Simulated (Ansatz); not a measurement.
Elements on the sites of an ideal bcc lattice, at a guessed lattice constant:

```
CELL_PARAMETERS angstrom
6.42800 0.00000 0.00000
0.00000 6.42800 0.00000
0.00000 0.00000 6.42800
ATOMIC_POSITIONS crystal
Zn 0.00000 0.00000 0.00000
Zn 0.50000 0.00000 0.00000
Zn 0.25000 0.25000 0.25000
Zn 0.75000 0.25000 0.25000
Zn 0.25000 0.75000 0.25000
Zn 0.75000 0.75000 0.25000
Zn 0.75000 0.25000 0.75000
Zn 0.75000 0.75000 0.75000
Au 0.00000 0.50000 0.00000
Au 0.00000 0.00000 0.50000
Au 0.50000 0.50000 0.00000
Au 0.50000 0.00000 0.50000
Au 0.00000 0.50000 0.50000
Au 0.25000 0.25000 0.75000
Au 0.50000 0.50000 0.50000
Au 0.25000 0.75000 0.75000
```

Cell and atoms were relaxed without symmetry on coarser meshes and computed once more. Level of theory: Ansatz 0.2.0, DFT PBE, scalar-relativistic, plane waves, PAW.

Cutoff 420 eV; k points 5×5×7 on the computed 16-atom cell (Γ-centred); Gaussian smearing, width 0.10 eV; no spin polarisation.

The relaxation ran on 2×2×2 (shifted) and then 3×3×4 k points with a smearing of 0.1 eV, from sites shaken by 0.02 Å.

Q: What does the relaxation give?

A: A volume of 16.50 Å³/atom and no gap on the mesh. It lies 0.16 eV/atom below the elements' standard states (static lattices, no corrections for gases). The atoms leave their sites by 0.40 Å (root mean square) and 0.47 Å at most, and the cell stretches by up to 13.2 % at fixed volume, so the lattice hasn't survived.

```yaml
crystal:
  lattice:
    - [6.88243, -0.31655, 0.00008]
    - [-0.37215, 6.90729, -0.00006]
    - [0.00003, -0.00001, 5.56776]
  atoms:
    - { symbol: Zn, position: [0.95747, 0.04445, 0.98372] }
    - { symbol: Zn, position: [0.54273, 0.95638, 0.98371] }
    - { symbol: Zn, position: [0.28537, 0.22901, 0.26857] }
    - { symbol: Zn, position: [0.70239, 0.28671, 0.24283] }
    - { symbol: Zn, position: [0.21482, 0.77180, 0.26858] }
    - { symbol: Zn, position: [0.79781, 0.71410, 0.24281] }
    - { symbol: Zn, position: [0.70167, 0.28024, 0.74879] }
    - { symbol: Zn, position: [0.79852, 0.72056, 0.74882] }
    - { symbol: Au, position: [0.01618, 0.44806, 0.00453] }
    - { symbol: Au, position: [0.96727, 0.02708, 0.46895] }
    - { symbol: Au, position: [0.48401, 0.55275, 0.00454] }
    - { symbol: Au, position: [0.53293, 0.97372, 0.46894] }
    - { symbol: Au, position: [0.01620, 0.46171, 0.50388] }
    - { symbol: Au, position: [0.29482, 0.20802, 0.77838] }
    - { symbol: Au, position: [0.48399, 0.53909, 0.50389] }
    - { symbol: Au, position: [0.20538, 0.79278, 0.77838] }
```

The final mesh leaves forces up to 0.08 eV/Å and stresses up to 1.5 GPa: the relaxation ran on a coarser mesh, so the cell's shape, its bonds and its energy belong partly to that mesh.

Spin-orbit coupling is left out, which matters for the bands of heavy elements.

Cost: 2 runs of about 30 core-minutes in all (earlier runs that led there not counted), on Arm Neoverse V1 (shared hosts).